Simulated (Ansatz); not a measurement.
GaSb: energy along a strain

GaSb, F-43m, a = 6.118 Å (as given, not relaxed at this level: -0.2 GPa). Ansatz: PBEsol, PAW, 420 eV, Γ-centred 14×14×14 mesh on 2 atoms, Gaussian smearing 0.15 eV; no spin polarisation. Cell vectors (Å): 0.000 3.059 3.059; 3.059 0.000 3.059; 3.059 3.059 0.000. The cell is strained by x per cent times the pattern (0 1 0 0 0 0) in the order xx yy zz yz xz xy (engineering shears), with fractional coordinates held. y is the free energy over the start, V0 = 28.625 Å³/atom.

```
x (%) y (meV/atom)
-4.00             ?
-3.00          5.71
-2.00          2.31
-1.00          0.42
 0.00          0.00
 1.00          1.01
 2.00          3.41
 3.00          7.17
 3.50          9.54
 4.00         12.23
```

Question: Fit y = c1 x + c2 x² + c3 x³ to the other rows, get the stiffness along the pattern, and predict the missing energy.

Answer: Least squares on the rows shown. y = 0.3022 x + 0.7154 x² − 0.006608 x³. The clamped-ion stiffness p·C·p = 2 × 7.154 eV × 160.2 / 28.625 Å³ = 80 GPa, which is C22 in these axes (C11 of the cubic crystal); c1 is there for the stress left in the start, which by itself gives a slope of 0.30 meV/atom per %. At x = -4.00 the fit asked for gives 10.66 meV/atom. The run gave 10.65 meV/atom, so the fit is 0.01 meV/atom too high, a small miss on the scale of the series.